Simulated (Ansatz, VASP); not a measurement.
## One calculation of BiTe, two programs

```
CELL_PARAMETERS angstrom
2.43875 1.40801 3.33926
-2.43875 1.40801 3.33926
0.00000 -2.81603 3.33926
ATOMIC_POSITIONS crystal
Bi 0.50000 0.50000 0.50000
Te 0.00000 0.00000 0.00000
```

Change from the starting cell: volume scaled by 1.02.

Alike in both runs: task single point; functional PBEsol; k mesh 7 × 7 × 7; occupations fermi-dirac, width 0.05 eV; no spin polarisation.

|  | VASP | Ansatz |
| --- | --- | --- |
| version | VASP 6.6.1 | Ansatz 0.2.0 |
| potentials or method | VASP PAW PBE potentials, release 64 (Bi_d, Te) | Ansatz PAW |
| plane-wave cutoff (eV) | 520 | 420 |
| valence electrons in the cell | 21 | 31 |

```tsv
	VASP	Ansatz	Ansatz less VASP
gap on the k mesh at the Fermi level (eV)	none	none	-
pressure (GPa)	-3.2	-3.2	+0.03
largest component of the traceless stress (GPa)	0.28	0.28	+0.002
```

A gap of «none» marks a metal or a gap that the smearing closes. The functional is the same, so the differences come from potentials, cutoffs and numerics. The two sets of potentials don't hold the same shells in valence.

Caveats: spin-orbit coupling is left out, which moves the levels of the heavy elements; the PAW data sets were made with another functional, which shifts forces and pressure a little (VASP); the PAW data sets come from PBE, with cores solved anew for the run's functional, which leaves a small shift of forces and pressure (Ansatz).
